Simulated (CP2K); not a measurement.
# Sb (Pm-3m) in CP2K: reference runs, part 2 of 2

CP2K 2026.2. The steps go on from the part before.

### 3 Single point, PBEsol (cell strained at random at fixed volume)

sb_scf.inp reads:

```
&GLOBAL
  PROJECT sb_scf
  RUN_TYPE ENERGY_FORCE
  PRINT_LEVEL LOW
&END GLOBAL
&FORCE_EVAL
  METHOD QS
  STRESS_TENSOR ANALYTICAL
  &DFT
    BASIS_SET_FILE_NAME BASIS_MOLOPT_UZH
    POTENTIAL_FILE_NAME POTENTIAL_UZH
    &MGRID
      CUTOFF 450
      REL_CUTOFF 60
      NGRIDS 5
    &END MGRID
    &QS
      METHOD GPW
      EPS_DEFAULT 1.0E-10
    &END QS
    &KPOINTS
      SCHEME MONKHORST-PACK 8 8 8
      GAMMA_CENTERED T
      SYMMETRY T
      SYMMETRY_BACKEND SPGLIB
    &END KPOINTS
    &SCF
      SCF_GUESS ATOMIC
      EPS_SCF 1.0E-6
      MAX_SCF 100
      ADDED_MOS 8
      CHOLESKY OFF
      EPS_EIGVAL 1.0E-7
      &DIAGONALIZATION ON
        ALGORITHM STANDARD
      &END DIAGONALIZATION
      &MIXING ON
        METHOD BROYDEN_MIXING
        ALPHA 0.4
        BETA 1.5
        NBUFFER 8
      &END MIXING
      &SMEAR ON
        METHOD FERMI_DIRAC
        ELECTRONIC_TEMPERATURE [K] 580.226
      &END SMEAR
    &END SCF
    &XC
      &XC_FUNCTIONAL
        &GGA_X_PBE_SOL
        &END GGA_X_PBE_SOL
        &GGA_C_PBE_SOL
        &END GGA_C_PBE_SOL
      &END XC_FUNCTIONAL
    &END XC
    &PRINT
      &KPOINTS ON
      &END KPOINTS
      &MULLIKEN ON
      &END MULLIKEN
      &MO ON
        ENERGIES T
        OCCUPATION_NUMBERS T
        &EACH
          QS_SCF 0
        &END EACH
        ADD_LAST NUMERIC
      &END MO
      &LOWDIN ON
      &END LOWDIN
      &HIRSHFELD ON
        SHAPE_FUNCTION DENSITY
      &END HIRSHFELD
      &E_DENSITY_CUBE ON
        STRIDE 1
      &END E_DENSITY_CUBE
      &V_HARTREE_CUBE ON
        STRIDE 1
      &END V_HARTREE_CUBE
      &ELF_CUBE ON
        STRIDE 1
      &END ELF_CUBE
    &END PRINT
  &END DFT
  &SUBSYS
    &CELL
      ABC 3.1840659962 3.1377307053 3.1644181577
      ALPHA_BETA_GAMMA 92.0515354647 92.8587176511 90.3062069925
      PERIODIC XYZ
    &END CELL
    &COORD
      Sb  0.0145335530 0.0120982243 -0.0686671866
    &END COORD
    &KIND Sb
      BASIS_SET TZVP-MOLOPT-PBE-GTH-q5
      POTENTIAL GTH-PBE-q5
    &END KIND
    &PRINT
      &ATOMIC_COORDINATES ON
      &END ATOMIC_COORDINATES
      &CELL ON
      &END CELL
    &END PRINT
  &END SUBSYS
  &PRINT
    &FORCES ON
    &END FORCES
    &STRESS_TENSOR ON
    &END STRESS_TENSOR
  &END PRINT
&END FORCE_EVAL
```

Potentials or basis: POTENTIAL_UZH Sb GTH-PBE-q5; TZVP-MOLOPT-PBE-GTH basis.

On the command line:

```bash
OMP_NUM_THREADS=1 cp2k.psmp -i sb_scf.inp -o sb_scf.out
```

sb_scf.out:

```text

 CP2K| version string:                                       CP2K version 2026.2
 CP2K| Input file name                                                sb_scf.inp

 GLOBAL| Force Environment number                                              1
 GLOBAL| Basis set file name                                    BASIS_MOLOPT_UZH
 GLOBAL| Potential file name                                       POTENTIAL_UZH
 GLOBAL| MM Potential file name                                     MM_POTENTIAL
 GLOBAL| Coordinate file name                                      __STD_INPUT__
 GLOBAL| Method name                                                        CP2K
 GLOBAL| Project name                                                     sb_scf
 GLOBAL| Run type                                                   ENERGY_FORCE
 GLOBAL| FFT library                                                       FFTW3
 GLOBAL| Diagonalization library                                       ScaLAPACK
 GLOBAL| Cholesky decomposition library                                ScaLAPACK
 GLOBAL| DGEMM library                                                      BLAS
 GLOBAL| Direct generalized diagonalization requested                          F
 GLOBAL| Matrix multiplication library                                 ScaLAPACK
 GLOBAL| Global print level                                                  LOW
 GLOBAL| Total number of message passing processes                             1
 GLOBAL| Number of threads for this process                                    1
 GLOBAL| CPU model name                                                  UNKNOWN

 CELL| Volume [angstrom^3]:                                            31.554497
 CELL| Vector a [angstrom]:       3.184     0.000     0.000   |a| =     3.184066
 CELL| Vector b [angstrom]:      -0.017     3.138     0.000   |b| =     3.137731
 CELL| Vector c [angstrom]:      -0.158    -0.114     3.158   |c| =     3.164418
 CELL| Angle (b,c), alpha [degree]:                                    92.051535
 CELL| Angle (a,c), beta  [degree]:                                    92.858718
 CELL| Angle (a,b), gamma [degree]:                                    90.306207
 CELL| Numerically orthorhombic:                                              NO
 CELL| Periodicity                                                           XYZ

 CELL_REF| Volume [angstrom^3]:                                        31.554497
 CELL_REF| Vector a [angstrom     3.184     0.000     0.000   |a| =     3.184066
 CELL_REF| Vector b [angstrom    -0.017     3.138     0.000   |b| =     3.137731
 CELL_REF| Vector c [angstrom    -0.158    -0.114     3.158   |c| =     3.164418
 CELL_REF| Angle (b,c), alpha [degree]:                                92.051535
 CELL_REF| Angle (a,c), beta  [degree]:                                92.858718
[... 386 lines left out ...]
 MO|      5               0.448517              12.204777               0.000000
 MO|      6               0.506506              13.782731               0.000000
 MO|      7               0.574982              15.646053               0.000000
 MO|      8               0.819262              22.293242               0.000000
 MO|      9               0.864524              23.524908               0.000000
 MO|     10               0.956700              26.033123               0.000000
 MO|     11               1.197272              32.579415               0.000000
 MO| Sum:                                                               4.000361
 MO| E(Fermi):            0.171194 a.u.          4.658426 eV

 [... the levels of further k-points ...]

 The electron density is written in Cube    file format to the file:

 sb_scf-ELECTRON_DENSITY-1_0.cube

 !-----------------------------------------------------------------------------!
                     Mulliken Population Analysis

 #  Atom  Element  Kind  Atomic population                           Net charge
       1     Sb       1          5.000000                              0.000000
 # Total charge                              5.000000                  0.000000

 !-----------------------------------------------------------------------------!

 !-----------------------------------------------------------------------------!
                           Hirshfeld Charges

  #Atom  Element  Kind  Ref Charge     Population                    Net charge
      1       Sb     1       5.000          5.000                        -0.000

  Total Charge                                                           -0.000
 !-----------------------------------------------------------------------------!

 LOWDIN POPULATION ANALYSIS

 #  Atom  Element  Kind  Atomic population                           Net charge
       1     Sb       1          5.000000                              0.000000
 # Total charge                              5.000000                  0.000000

               ----- ELF is computed on the real space grid -----

 ELF is written in Cube    file format to the file:

 sb_scf-ELF_S1-1_0.cube

 ENERGY| Total FORCE_EVAL ( QS ) energy [hartree]             -5.518993299022048

 FORCES| Atomic forces [hartree/bohr]
 FORCES|   Atom     x               y               z               |f|
 FORCES|      1  9.89437407E-07  1.31353553E-06  1.69292338E-06   2.36015922E-06
 FORCES| Sum     9.89437407E-07  1.31353553E-06  1.69292338E-06
 FORCES| Total atomic force                                       2.36015922E-06

 STRESS| Analytical stress tensor [bar]
 STRESS|                        x                   y                   z
 STRESS|      x       -3.49488768700E+04  -1.42810613890E+03   4.67244067590E+03
 STRESS|      y       -1.42810613890E+03  -1.48340087712E+04   7.08382684131E+02
 STRESS|      z        4.67244067590E+03   7.08382684131E+02  -2.88726223677E+04
 STRESS| 1/3 Trace                                            -2.62185026696E+04
 STRESS| Determinant                                          -1.45776689535E+13

 STRESS| Eigenvectors and eigenvalues of the analytical stress tensor [bar]
 STRESS|                        1                   2                   3
 STRESS| Eigenvalues  -3.75955716045E+04  -2.63377186329E+04  -1.47222177714E+04
 STRESS|      x           0.876981623171      0.476275096407     -0.063759431958
 STRESS|      y           0.069819692340      0.004981270541      0.997547190616
 STRESS|      z          -0.475424487361      0.879282218339      0.028884897976
```

Run time: 13 s. Hardware: 1 thread of Arm Neoverse V1, shared host; peak memory 0.22 GiB.

What came out:

```yaml
Free_energy: -150.1794 eV
Pressure: -2.6 GPa
Band_gap_on_the_k_mesh: none (metal or under the smearing width)
```

Caveat: the potentials were made for another functional, which shifts forces and pressure; the basis of atomic orbitals isn't converged, which shifts pressures, moduli and gaps. Spin-orbit coupling is left out, which matters for the levels of Sb.
